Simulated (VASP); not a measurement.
# CdTe in VASP: work function with LDA

Aim: the work function of CdTe with LDA.

All numbers are computed with VASP 6.6.1; they aren't measurements. Logs are shortened: lines on timing, memory, paths and dates and some standing lists are left out, and cuts for length are marked.

**1. The slab as given**

The cell holds a slab with vacuum, 4 atoms: a = 6.410 Å, b = 4.533 Å, c = 12.266 Å, α = 90.00°, β = 90.00°, γ = 90.00°.

**2. Work function, LDA**

File INCAR:

```
SYSTEM = CdTe
PREC = Accurate
ENCUT = 300
EDIFF = 1E-6
ISMEAR = 0
SIGMA = 0.05
LREAL = .False.
LASPH = .True.
NELM = 80
ALGO = Normal
ISIF = 2
LWAVE = .False.
LCHARG = .True.
LDIPOL = .True.
IDIPOL = 3
DIPOL = 0.5 0.5 0.500
LVHAR = .True.
LVACPOTAV = .True.
KPAR = 2
```

File KPOINTS:

```
Automatic mesh
0
Gamma
  2 4 1
  0 0 0
```

File POSCAR:

```
CdTe
1.0
    6.4100000000      0.0000000000      0.0000000000
    0.0000000000      4.5325544670      0.0000000000
    0.0000000000      0.0000000000     12.2662772340
Cd Te
2 2
Direct
    0.5000000000      0.5000000000      0.4076216365
    0.0000000000      0.0000000000      0.5923783635
    0.7500000000      0.0000000000      0.4076216365
    0.2500000000      0.5000000000      0.5923783635
```

Potentials or basis: VASP PAW LDA potentials, release 64 (Cd, Te).

The run is started by

```sh
$ cat potpaw_LDA.64/Cd/POTCAR potpaw_LDA.64/Te/POTCAR > POTCAR
$ mpirun -np 2 vasp_std > vasp.out
```

OUTCAR:

```text
SYSTEM = CdTe
   PREC = Accurate
   ENCUT = 300
   EDIFF = 1E-6
   ISMEAR = 0
   LREAL = .False.
   LASPH = .True.
   NELM = 80
   ISIF = 2

 ion  position               nearest neighbor table
   1  0.500  0.500  0.408-   3 2.78   3 2.78   4 2.78
   2  0.000  0.000  0.592-   4 2.78   4 2.78   3 2.78
   3  0.750  0.000  0.408-   1 2.78   1 2.78   2 2.78
   4  0.250  0.500  0.592-   2 2.78   2 2.78   1 2.78

  LATTYP: Found a simple orthorhombic cell.
 ALAT       =     4.5325544670
 B/A-ratio  =     1.4142135625
 C/A-ratio  =     2.7062614081

  Lattice vectors:

 A1 = (   0.0000000000,  -4.5325544670,   0.0000000000)
 A2 = (   6.4100000000,   0.0000000000,   0.0000000000)
 A3 = (   0.0000000000,   0.0000000000,  12.2662772340)

Analysis of symmetry for initial positions (statically):
=====================================================================
 Subroutine PRICEL returns:
 Original cell was already a primitive cell.

 Routine SETGRP: Setting up the symmetry group for a
 simple orthorhombic supercell.

 Subroutine GETGRP returns: Found  4 space group operations
 (whereof  2 operations were pure point group operations)
 out of a pool of  8 trial point group operations.

The static configuration has the point symmetry C_1h.
 The point group associated with its full space group is C_2v.

Analysis of symmetry for dynamics (positions and initial velocities):
=====================================================================
 Subroutine PRICEL returns:
 Original cell was already a primitive cell.

 Routine SETGRP: Setting up the symmetry group for a
 simple orthorhombic supercell.

 Subroutine GETGRP returns: Found  4 space group operations
 (whereof  2 operations were pure point group operations)
 out of a pool of  8 trial point group operations.

The dynamic configuration has the point symmetry C_1h.
 The point group associated with its full space group is C_2v.

 Subroutine INISYM returns: Found  4 space group operations
 (whereof  2 operations are pure point group operations),
 and found     1 'primitive' translations

----------------------------------------------------------------------------------------

                                     Primitive cell

  volume of cell :     356.3804

  direct lattice vectors                    reciprocal lattice vectors
     6.410000000  0.000000000  0.000000000     0.156006240  0.000000000  0.000000000
     0.000000000  4.532554467  0.000000000     0.000000000  0.220626141  0.000000000
     0.000000000  0.000000000 12.266277234     0.000000000  0.000000000  0.081524327

  length of vectors
     6.410000000  4.532554467 12.266277234     0.156006240  0.220626141  0.081524327

  position of ions in fractional coordinates (direct lattice)
     0.500000000  0.500000000  0.407621636
     0.000000000  0.000000000  0.592378364
     0.750000000  0.000000000  0.407621636
     0.250000000  0.500000000  0.592378364

  ion indices of the primitive-cell ions
   primitive index   ion index
                 1           1
                 2           2
                 3           3
                 4           4

----------------------------------------------------------------------------------------

 KPOINTS: Automatic mesh

Automatic generation of k-mesh.
 Grid dimensions read from file:
 generate k-points for:    2    4    1

 Generating k-lattice:

  Cartesian coordinates                     Fractional coordinates (reciprocal lattice)
     0.078003120  0.000000000  0.000000000     0.500000000  0.000000000  0.000000000
     0.000000000  0.055156535  0.000000000     0.000000000  0.250000000  0.000000000
     0.000000000  0.000000000  0.081524327     0.000000000  0.000000000  1.000000000

  Length of vectors
     0.078003120  0.055156535  0.081524327

  Shift w.r.t. Gamma in fractional coordinates (k-lattice)
     0.000000000  0.000000000  0.000000000

 Subroutine IBZKPT returns following result:
 ===========================================

 Found      6 irreducible k-points:

 Following reciprocal coordinates:
            Coordinates               Weight
  0.000000  0.000000  0.000000      1.000000
  0.500000  0.000000  0.000000      1.000000
  0.000000  0.250000  0.000000      2.000000
  0.500000  0.250000  0.000000      2.000000
  0.000000  0.500000  0.000000      1.000000
  0.500000  0.500000  0.000000      1.000000
   k-points           NKPTS =      6   k-points in BZ     NKDIM =      6   number of bands    NBANDS=     22
   number of dos      NEDOS =    301   number of ions     NIONS =      4
   total plane-waves  NPLWV =  70560
   dimension x,y,z NGX =    36 NGY =   28 NGZ =   70
   dimension x,y,z NGXF=    72 NGYF=   56 NGZF=  140
   ions per type =               2   2
   NGX,Y,Z   is equivalent  to a cutoff of   9.34, 10.27,  9.49 a.u.
   NGXF,Y,Z  is equivalent  to a cutoff of  18.67, 20.54, 18.97 a.u.
 SYSTEM =  CdTe
   PREC   = accura    normal or accurate (medium, high low for compatibility)
   ISTART =      0    job   : 0-new  1-cont  2-samecut
   ICHARG =      2    charge: 1-file 2-atom 10-const
   ISPIN  =      1    spin polarized calculation?
   LNONCOLLINEAR =      F non collinear calculations
   LSORBIT =      F    spin-orbit coupling
   LASPH  =      T    aspherical Exc in radial PAW
   ENCUT  =  300.0 eV  22.05 Ry    4.70 a.u.   9.05  6.40 17.32*2*pi/ulx,y,z
   NELM   =     80;   NELMIN=  2; NELMDL= -5     # of ELM steps
   EDIFF  = 0.1E-05   stopping-criterion for ELM
   LREAL  =      F    real-space projection
   EDIFFG = 0.1E-04   stopping-criterion for IOM
   NSW    =      0    number of steps for IOM
   IBRION =     -1    ionic relax: 0-MD 1-quasi-New 2-CG
   NFREE  =      0    steps in history (QN), initial steepest desc. (CG)
   ISIF   =      2    stress and relaxation
   ISYM   =      2    0-nonsym 1-usesym 2-fastsym
   POTIM  = 0.5000    time-step for ionic-motion
   TEBEG  =    0.0;   TEEND  =   0.0 temperature during run
   PSTRESS=    0.0 pullay stress
   NELECT =      36.0000    total number of electrons
   NUPDOWN=      -1.0000    fix difference up-down
   EMIN   =  10.00;   EMAX   =-10.00  energy-range for DOS
   EFERMI =   0.00;   METHOD = LEGACY
   ISMEAR =     0;   SIGMA  =   0.05  broadening in eV -4-tet -1-fermi 0-gaus
   EFERMI_NEDOS =   21; number of points for ismear=-14 and -15
   IALGO  =     38    algorithm
   IMIX   =      4    mixing-type and parameters
     AMIX     =   0.40;   BMIX     =  1.00
     AMIX_MAG =   1.60;   BMIX_MAG =  1.00
  volume/ion in A,a.u.               =      89.10       601.24
  Fermi-wavevector in a.u.,A,eV,Ry     =   0.762438  1.440798  7.909221  0.581311
  Thomas-Fermi vector in A             =   1.861899
   LORBIT       =      0    0 simple, 1 ext, 2 COOP (PROOUT), +10 PAW based schemes
   GGA     = CA    functional components
   LHFCALC =     F    Hartree Fock is set to
   AEXX    =    0.0000 exact exchange contribution
   IVDW    =     0    specifies the selected vdW correction
   LEPSILON=     F    determine dielectric tensor
   LRPA    =     F    only Hartree local field effects (RPA)
 non-spin polarized calculation
 Gauss-broadening in eV      SIGMA  =   0.05
  energy-cutoff  :      300.00
  volume of cell :      356.38
 maximum number of plane-waves:      4238
   NGX = 19   NGY = 13   NGZ = 35

 dipolmoment           0.000000      0.000000     -0.000000 electrons x Angstroem

 number of electron      36.0000055 magnetization

 dipolmoment           0.000000      0.000000      0.000000 electrons x Angstroem

 Free energy of the ion-electron system (eV)
  ---------------------------------------------------
  ext. energy  EPLUGINS =         0.00000000
  ---------------------------------------------------
  free energy    TOTEN  =       -10.10538102 eV

  energy without entropy =      -10.10538102  energy(sigma->0) =      -10.10538102

 E-fermi :  -2.1561     XC(G=0):  -4.4166

 val. band max:       -2.3776494175   @ k =   0.0000   0.0000   0.0000
 cond. band min:      -1.1859494245   @ k =   0.0000   0.0000   0.0000
 fundamental gap:      1.1916999930
 Fermi energy:        -2.1561229003

 k-point     1 :       0.0000    0.0000    0.0000
  band No.  band energies     occupation
      1     -12.9989      2.00000
      2     -12.7190      2.00000
      3     -10.5701      2.00000
      4     -10.5591      2.00000
      5     -10.5046      2.00000
      6     -10.4895      2.00000
[... 14 lines left out ...]
     21       0.9771      0.00000
     22       1.7874      0.00000

 k-point     2 :       0.5000    0.0000    0.0000
  band No.  band energies     occupation
      1     -12.8505      2.00000
      2     -12.8505      2.00000
      3     -10.5355      2.00000
      4     -10.5355      2.00000
      5     -10.5090      2.00000
      6     -10.5090      2.00000
[... 14 lines left out ...]
     21       1.1150      0.00000
     22       1.1150      0.00000

 k-point     3 :       0.0000    0.2500    0.0000
  band No.  band energies     occupation
      1     -12.8835      2.00000
      2     -12.6928      2.00000
      3     -10.5362      2.00000
      4     -10.5018      2.00000
      5     -10.4814      2.00000
      6     -10.4711      2.00000
[... 14 lines left out ...]
     21       1.6112      0.00000
     22       1.9907      0.00000

 k-point     4 :       0.5000    0.2500    0.0000
  band No.  band energies     occupation
      1     -12.7835      2.00000
      2     -12.7835      2.00000
      3     -10.5393      2.00000
      4     -10.5393      2.00000
      5     -10.4562      2.00000
      6     -10.4562      2.00000
[... 14 lines left out ...]
     21       2.2892      0.00000
     22       2.2892      0.00000

 k-point     5 :       0.0000    0.5000    0.0000
  band No.  band energies     occupation
      1     -12.7183      2.00000
      2     -12.7183      2.00000
      3     -10.5041      2.00000
      4     -10.5041      2.00000
      5     -10.4423      2.00000
      6     -10.4423      2.00000
[... 14 lines left out ...]
     21       1.2731      0.00000
     22       1.2731      0.00000

 k-point     6 :       0.5000    0.5000    0.0000
  band No.  band energies     occupation
      1     -12.7188      2.00000
      2     -12.7188      2.00000
      3     -10.5304      2.00000
      4     -10.5304      2.00000
      5     -10.4292      2.00000
      6     -10.4292      2.00000
[... 14 lines left out ...]
     21       2.1786      0.00000
     22       2.1786      0.00000

------------------------ aborting loop because EDIFF is reached ----------------------------------------

  FORCE on cell =-STRESS in cart. coord.  units (eV):
  Direction    XX          YY          ZZ          XY          YZ          ZX
  --------------------------------------------------------------------------------------
  -------------------------------------------------------------------------------------
  Total       -1.9289459     -1.5201817     -0.9037841      0.0000000      0.0000000      0.0000000
  in kB       -8.6719506     -6.8342716     -4.0631368      0.0000000      0.0000000      0.0000000
  external PRESSURE =      -6.5231197 kB  Pullay stress =       0.0000000 kB

 VOLUME and BASIS-vectors are now :
 -----------------------------------------------------------------------------
  energy-cutoff  :      300.00
  volume of cell :      356.38
      direct lattice vectors                 reciprocal lattice vectors
     6.410000000  0.000000000  0.000000000     0.156006240  0.000000000  0.000000000
     0.000000000  4.532554467  0.000000000     0.000000000  0.220626141  0.000000000
     0.000000000  0.000000000 12.266277234     0.000000000  0.000000000  0.081524327

 POSITION                                       TOTAL-FORCE (eV/Angst)
 -----------------------------------------------------------------------------------
      3.20500      2.26628      5.00000         0.419417      0.000000      0.726096
      0.00000      0.00000      7.26628         0.419417      0.000000     -0.726096
      4.80750      0.00000      5.00000        -0.419417      0.000000     -0.344382
      1.60250      2.26628      7.26628        -0.419417      0.000000      0.344382
 -----------------------------------------------------------------------------------
    total drift:                                0.000532     -0.000000     -0.000000

  FREE ENERGIE OF THE ION-ELECTRON SYSTEM (eV)
  ---------------------------------------------------
  free  energy   TOTEN  =       -10.1053810175 eV

  energy  without entropy=      -10.1053810175  energy(sigma->0) =      -10.10538102

 vacuum level on the upper side and lower side of the slab         2.720         2.720
```

It took 23 s on 2 MPI ranks of Intel Xeon Platinum 8259CL at 2.50GHz (Skylake/Cascade Lake), shared host; peak memory 0.19 GiB.

Results:

| Quantity | Value |
| --- | --- |
| Free energy | -10.1054 eV |
| Largest force | 0.839 eV/Å |
| Band gap on the k mesh | 1.19 eV, direct |
| Ionisation potential of the upper face | 5.10 eV |

Forces on the atoms (eV/Å):
```
Cd   0.419  0.000  0.726
Cd   0.419  0.000 -0.726
Te  -0.419  0.000 -0.344
Te  -0.419  0.000  0.344
```

Levels at points of the mesh, in eV from the valence-band top:
```
           k point  band 14  band 15  band 16  band 17  band 18  band 19  band 20  band 21  band 22
(0.00, 0.00, 0.00)    -1.98    -1.06    -1.01    -1.00     0.00     1.19     2.57     3.35     4.17
(0.50, 0.00, 0.00)    -3.14    -0.56    -0.56    -0.42    -0.42     1.73     1.73     3.49     3.49
(0.00, 0.50, 0.00)    -3.73    -1.63    -1.63    -0.65    -0.65     1.98     1.98     3.65     3.65
(0.50, 0.50, 0.00)    -3.94    -1.32    -1.32    -0.99    -0.99     1.95     1.95     4.56     4.56
```

Caveat: the k mesh is coarse (spacing up to 0.49 Å⁻¹), so the values aren't converged; the cutoff is under 1.25 times the usual one of these potentials, so pressure, stress and relaxed cells hold a basis-set (Pulay) error; spin-orbit coupling is left out, which moves the levels of the heavy elements.
